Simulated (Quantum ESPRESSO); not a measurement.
# Ho (Fm-3m) in Quantum ESPRESSO: single point with PBE

Aim: the single point of Ho with PBE.

Program: Quantum ESPRESSO 7.5. These are calculated values, not measurements. Logs are shortened: lines on timing, memory, paths and dates and some standing lists are left out, and cuts for length are marked.

### 1 The crystal as given

It takes space group Fm-3m (No. 225, cubic). The conventional cell has a = 4.988 Å, b = 4.988 Å, c = 4.988 Å, α = 90.00°, β = 90.00°, γ = 90.00°. Ho (site symmetry m-3m) is surrounded by 12 Ho at 3.53 Å.

This isn't the form of Ho at room conditions, which is hcp.

### 2 Single point, PBE, collinear spin, ferromagnetic start

Contents of pw.in:

```
&CONTROL
  calculation = 'scf'
  prefix = 'pwscf'
  outdir = './tmp'
  pseudo_dir = './pseudo'
  tprnfor = .true.
  tstress = .true.
  disk_io = 'nowf'
/
&SYSTEM
  ibrav = 0
  nat = 1
  ntyp = 1
  ecutwfc = 55
  ecutrho = 440
  nbnd = 20
  occupations = 'smearing'
  smearing = 'fd'
  degauss = 0.00367493
  nspin = 2
  starting_magnetization(1) = 0.2619
/
&ELECTRONS
  conv_thr = 2d-10
  electron_maxstep = 120
  mixing_beta = 0.3
/
ATOMIC_SPECIES
Ho   164.9303 Ho.paw.z_21.atompaw.wentzcovitch.v1.2.upf
CELL_PARAMETERS angstrom
   0.0000000000    2.4942453452    2.4942453452
   2.4942453452    0.0000000000    2.4942453452
   2.4942453452    2.4942453452    0.0000000000
ATOMIC_POSITIONS crystal
Ho     0.0000000000    0.0000000000    0.0000000000
K_POINTS automatic
9 9 9 0 0 0
```

Potentials or basis: SSSP 1.3 efficiency PBE.

On the command line:

```console
> OMP_NUM_THREADS=1 pw.x -in pw.in > pw.out
```

pw.out:

```text
This program is part of the open-source Quantum ESPRESSO suite
     for quantum simulation of materials; please cite
         "P. Giannozzi et al., J. Phys.:Condens. Matter 21 395502 (2009);
         "P. Giannozzi et al., J. Phys.:Condens. Matter 29 465901 (2017);
         "P. Giannozzi et al., J. Chem. Phys. 152 154105 (2020);
     in publications or presentations arising from this work. More details at

     file Ho.paw.z_21.atompaw.wentzcovitch.v1.2.upf: wavefunction(s)  6S 0P 5D 0D 4F 0F renormalized
     Message from routine setup:
     using ibrav=0 with symmetry is DISCOURAGED, use correct ibrav instead

     G-vector sticks info
     --------------------
     sticks:   dense  smooth     PW     G-vecs:    dense   smooth      PW
     Sum        1345     673    211                32647    11575    1989

     Using Slab Decomposition

     bravais-lattice index     =            0
     lattice parameter (alat)  =       6.6658  a.u.
     unit-cell volume          =     209.4325 (a.u.)^3
     number of atoms/cell      =            1
     number of atomic types    =            1
     number of electrons       =        21.00
     number of Kohn-Sham states=           20
     kinetic-energy cutoff     =      55.0000  Ry
     charge density cutoff     =     440.0000  Ry
     scf convergence threshold =      2.0E-10
     mixing beta               =       0.3000
     number of iterations used =            8  plain     mixing
     Exchange-correlation= SLA PW PBX PBC
                           (   1   4   3   4   0   0   0)

     celldm(1)=   6.665812  celldm(2)=   0.000000  celldm(3)=   0.000000
     celldm(4)=   0.000000  celldm(5)=   0.000000  celldm(6)=   0.000000

     crystal axes: (cart. coord. in units of alat)
               a(1) = (   0.000000   0.707107   0.707107 )
               a(2) = (   0.707107   0.000000   0.707107 )
               a(3) = (   0.707107   0.707107   0.000000 )

     reciprocal axes: (cart. coord. in units 2 pi/alat)
               b(1) = ( -0.707107  0.707107  0.707107 )
               b(2) = (  0.707107 -0.707107  0.707107 )
               b(3) = (  0.707107  0.707107 -0.707107 )

     PseudoPot. # 1 for Ho read from file:
     Ho.paw.z_21.atompaw.wentzcovitch.v1.2.upf
     Pseudo is Projector augmented-wave + core cor, Zval = 21.0
     Generated using ATOMPAW code
     Shape of augmentation charge: BESSEL
     Using radial grid of 1114 points,  8 beta functions with:
                l(1) =   0
                l(2) =   0
                l(3) =   1
                l(4) =   1
                l(5) =   2
                l(6) =   2
                l(7) =   3
                l(8) =   3
     Q(r) pseudized with 0 coefficients

     atomic species   valence    mass     pseudopotential
     Ho               21.00   164.93030     Ho( 1.00)

     Starting magnetic structure
     atomic species   magnetization
     Ho              0.262

     48 Sym. Ops., with inversion, found

   Cartesian axes

     site n.     atom                  positions (alat units)
         1        Ho     tau(   1) = (   0.0000000   0.0000000   0.0000000  )

     number of k points=    35  Fermi-Dirac smearing, width (Ry)=  0.0037
                       cart. coord. in units 2pi/alat
        k(    1) = (   0.0000000   0.0000000   0.0000000), wk =   0.0013717
        k(    2) = (   0.0785674   0.0785674  -0.0785674), wk =   0.0109739
        k(    3) = (   0.1571348   0.1571348  -0.1571348), wk =   0.0109739
        k(    4) = (   0.2357023   0.2357023  -0.2357023), wk =   0.0109739
        k(    5) = (   0.3142697   0.3142697  -0.3142697), wk =   0.0109739
        k(    6) = (   0.1571348   0.0000000  -0.0000000), wk =   0.0082305
[... 27 lines left out ...]
        k(   34) = (  -0.0000000  -0.4714045   0.6285394), wk =   0.0329218
        k(   35) = (  -0.0785674  -0.3928371   0.7071068), wk =   0.0329218

     Dense  grid:    32647 G-vectors     FFT dimensions: (  45,  45,  45)

     Smooth grid:    11575 G-vectors     FFT dimensions: (  32,  32,  32)

     Generating pointlists ...
     new r_m :   0.4125 (alat units)  2.7496 (a.u.) for type    1

     Initial potential from superposition of free atoms

     starting charge      20.9957, renormalised to      21.0000
     Starting wfcs are   32 randomized atomic wfcs

     Self-consistent Calculation

     iteration #  1     ecut=    55.00 Ry     beta= 0.30
     Davidson diagonalization with overlap
     ethr =  1.00E-02,  avg # of iterations =  6.2

     total energy              =    -828.38762411 Ry
     estimated scf accuracy    <       1.78831771 Ry

     total magnetization       =     2.21 Bohr mag/cell
     absolute magnetization    =     2.21 Bohr mag/cell

     iteration #  2     ecut=    55.00 Ry     beta= 0.30
     Davidson diagonalization with overlap
     ethr =  8.52E-03,  avg # of iterations =  2.0

     total energy              =    -827.81866214 Ry
     estimated scf accuracy    <      21.75708807 Ry

     total magnetization       =     4.45 Bohr mag/cell
     absolute magnetization    =     4.45 Bohr mag/cell

     iteration #  3     ecut=    55.00 Ry     beta= 0.30
     Davidson diagonalization with overlap
     ethr =  8.52E-03,  avg # of iterations =  2.0

     total energy              =    -829.53248074 Ry
     estimated scf accuracy    <       0.06127329 Ry

     total magnetization       =     4.25 Bohr mag/cell
     absolute magnetization    =     4.25 Bohr mag/cell
[... 235 lines left out ...]
     total energy              =    -829.56190495 Ry
     estimated scf accuracy    <          7.4E-09 Ry

     total magnetization       =     3.44 Bohr mag/cell
     absolute magnetization    =     3.62 Bohr mag/cell

     iteration # 28     ecut=    55.00 Ry     beta= 0.30
     Davidson diagonalization with overlap
     ethr =  3.50E-11,  avg # of iterations =  3.5

     total energy              =    -829.56190502 Ry
     estimated scf accuracy    <          5.2E-10 Ry

     total magnetization       =     3.44 Bohr mag/cell
     absolute magnetization    =     3.62 Bohr mag/cell

     iteration # 29     ecut=    55.00 Ry     beta= 0.30
     Davidson diagonalization with overlap
     ethr =  2.48E-12,  avg # of iterations =  2.7

     Magnetic moment per site  (integrated on atomic sphere of radius R)
     atom   1 (R=0.413)  charge= 19.6392  magn=  3.5044

     End of self-consistent calculation

 ------ SPIN UP ------------

          k = 0.0000 0.0000 0.0000 (  1459 PWs)   bands (ev):

   -35.3560  -9.9493  -9.9493  -9.9493   7.9157  10.1393  10.1393  10.1393
    10.2369  10.3515  10.3515  10.3515  15.3845  15.3845  15.3845  17.7277
    17.7277  23.1792  26.4245  26.4245

          k = 0.0786 0.0786-0.0786 (  1435 PWs)   bands (ev):

   -35.3501 -10.0317  -9.9597  -9.9597   8.2562  10.1344  10.1478  10.1478
    10.2460  10.3341  10.3341  10.3520  15.0362  15.5480  15.5480  17.5590
    17.5590  23.8766  25.0861  27.1079

          k = 0.1571 0.1571-0.1571 (  1429 PWs)   bands (ev):

   -35.3351 -10.2344  -9.9858  -9.9858   9.1643  10.1204  10.1695  10.1695
    10.2760  10.2961  10.2961  10.3534  14.3710  15.7026  15.7026  17.5855
    17.5855  23.2958  25.7962  28.8498

          k = 0.2357 0.2357-0.2357 (  1441 PWs)   bands (ev):

   -35.3181 -10.4551 -10.0152 -10.0152  10.1020  10.1915  10.1915  10.2359
    10.2650  10.2650  10.3478  10.3550  13.9587  15.4377  15.4377  18.4187
    18.4187  22.2600  25.0305  28.8902

          k = 0.3143 0.3143-0.3143 (  1452 PWs)   bands (ev):

   -35.3069 -10.5942 -10.0342 -10.0342  10.0909  10.1973  10.1973  10.2583
    10.2583  10.3560  10.3610  10.9208  14.0551  15.1773  15.1773  19.3800
    19.3800  21.8101  23.0634  27.0354

          k = 0.1571 0.0000-0.0000 (  1435 PWs)   bands (ev):
[... 157 lines left out ...]
   -35.2985 -10.4428 -10.2754 -10.0868  10.1309  10.1865  10.2071  10.2190
    10.2518  10.2874  10.3810  12.1000  13.5849  13.6377  16.5825  18.1485
    20.1927  22.5874  24.4836  26.0736

          k =-0.0786-0.5500 0.7071 (  1446 PWs)   bands (ev):

   -35.2905 -10.5169 -10.2258 -10.1806  10.1709  10.2043  10.2062  10.2272
    10.2420  10.2479  10.4036  11.6731  12.7211  14.9105  17.9692  19.5886
    20.5107  21.6393  22.4826  24.8228

          k =-0.0000-0.4714 0.6285 (  1448 PWs)   bands (ev):

   -35.2892 -10.4667 -10.3119 -10.1707  10.1754  10.1846  10.2122  10.2191
    10.2346  10.2510  10.4098  12.1655  12.9735  14.5284  17.0007  19.7275
    20.3465  21.6496  22.9751  25.0201

          k =-0.0786-0.3928 0.7071 (  1442 PWs)   bands (ev):

   -35.2898 -10.4238 -10.3400 -10.1780  10.1673  10.1928  10.2078  10.2139
    10.2410  10.2455  10.4073  12.4724  13.4795  13.7722  16.4305  19.6503
    20.6553  22.2673  22.3581  25.3745

 ------ SPIN DOWN ----------

          k = 0.0000 0.0000 0.0000 (  1459 PWs)   bands (ev):

   -33.8547  -8.8719  -8.8719  -8.8719   7.9333  12.7425  12.9159  12.9159
    12.9159  13.0960  13.0960  13.0960  15.6104  15.6104  15.6104  18.1407
    18.1407  23.1498  26.5312  26.5312

          k = 0.0786 0.0786-0.0786 (  1435 PWs)   bands (ev):

   -33.8480  -8.9657  -8.8834  -8.8834   8.2826  12.7376  12.9052  12.9271
    12.9271  13.0628  13.0628  13.0968  15.2681  15.7900  15.7900  17.9611
    17.9611  23.8605  25.1509  27.2342

          k = 0.1571 0.1571-0.1571 (  1429 PWs)   bands (ev):

   -33.8308  -9.1954  -8.9125  -8.9125   9.2079  12.7378  12.8763  12.9521
    12.9521  13.0060  13.0060  13.0987  14.6229  15.9671  15.9671  17.9763
    17.9763  23.3606  25.9139  29.0222

          k = 0.2357 0.2357-0.2357 (  1441 PWs)   bands (ev):

   -33.8113  -9.4440  -8.9452  -8.9452  10.3073  12.7915  12.8425  12.9293
    12.9293  13.0243  13.0243  13.1009  14.2064  15.6972  15.6972  18.8287
    18.8287  22.3982  25.3059  29.1266

          k = 0.3143 0.3143-0.3143 (  1452 PWs)   bands (ev):

   -33.7985  -9.5999  -8.9664  -8.9664  10.9596  12.7893  12.9041  12.9041
    12.9169  13.0630  13.0630  13.1023  14.2511  15.4184  15.4184  19.8336
    19.8336  22.1053  23.1979  27.2173

          k = 0.1571 0.0000-0.0000 (  1435 PWs)   bands (ev):
[... 157 lines left out ...]
   -33.7889  -9.4292  -9.2393  -9.0257  12.1039  12.7176  12.8234  12.9198
    12.9359  12.9765  13.0471  13.0880  13.8744  13.9524  16.9094  18.5108
    20.5894  22.9526  24.8562  26.2757

          k =-0.0786-0.5500 0.7071 (  1446 PWs)   bands (ev):

   -33.7797  -9.5122  -9.1822  -9.1311  11.7131  12.6654  12.8950  12.9197
    12.9368  12.9448  13.0434  13.0673  13.1401  15.1106  18.3270  19.9911
    20.9428  21.9910  22.7454  25.2340

          k =-0.0000-0.4714 0.6285 (  1448 PWs)   bands (ev):

   -33.7782  -9.4553  -9.2801  -9.1200  12.1316  12.8243  12.8753  12.9095
    12.9396  12.9553  13.0403  13.1216  13.2637  14.7205  17.3365  20.1624
    20.6528  22.0476  23.3197  25.4522

          k =-0.0786-0.3928 0.7071 (  1442 PWs)   bands (ev):

   -33.7789  -9.4069  -9.3120  -9.1286  12.4096  12.8123  12.8598  12.8986
    12.9457  12.9572  13.0429  13.1804  13.7068  14.0185  16.7537  20.0685
    21.0123  22.6577  22.6750  25.8136

     the Fermi energy is    12.9612 ev

!    total energy              =    -829.56190502 Ry
     total all-electron energy =      -829.561905 Ry
     estimated scf accuracy    <          1.8E-10 Ry
     smearing contrib. (-TS)   =      -0.01178869 Ry
     internal energy E=F+TS    =    -829.55011633 Ry

     The total energy is F=E-TS. E is the sum of the following terms:
     one-electron contribution =    -209.47091315 Ry
     hartree contribution      =     109.82038271 Ry
     xc contribution           =     -30.51938147 Ry
     ewald contribution        =    -214.48495383 Ry
     one-center paw contrib.   =    -484.89525059 Ry

     total magnetization       =     3.44 Bohr mag/cell
     absolute magnetization    =     3.62 Bohr mag/cell

     convergence has been achieved in  29 iterations

     Forces acting on atoms (cartesian axes, Ry/au):

     atom    1 type  1   force =     0.00000000    0.00000000    0.00000000

     Total force =     0.000000     Total SCF correction =     0.000000

     Computing stress (Cartesian axis) and pressure

          total   stress  (Ry/bohr**3)                   (kbar)     P=        2.63
   0.00001789  -0.00000000  -0.00000000            2.63       -0.00       -0.00
  -0.00000000   0.00001789  -0.00000000           -0.00        2.63       -0.00
  -0.00000000  -0.00000000   0.00001789           -0.00       -0.00        2.63

=------------------------------------------------------------------------------=
   JOB DONE.
=------------------------------------------------------------------------------=
```

Run time: 2 min. Hardware: 1 thread of Arm Neoverse V2, shared host; peak memory 0.37 GiB.

What came out:

```yaml
Free_energy: -11286.7647 eV
Pressure: 0.3 GPa
Band_gap_on_the_k_mesh: none (metal or under the smearing width)
Net_moment: 3.44 μB per cell
Absolute_moment: 3.62 μB per cell
Site_moments: Ho +3.50 μB
Valence_electrons_inside_the_program's_atomic_spheres: Ho 19.64
```

Caveat: the magnetic or orbital state may not be the lowest; spin-orbit coupling is left out, which moves the levels of the heavy elements. The state reached can hang on the start; a lower one may exist.
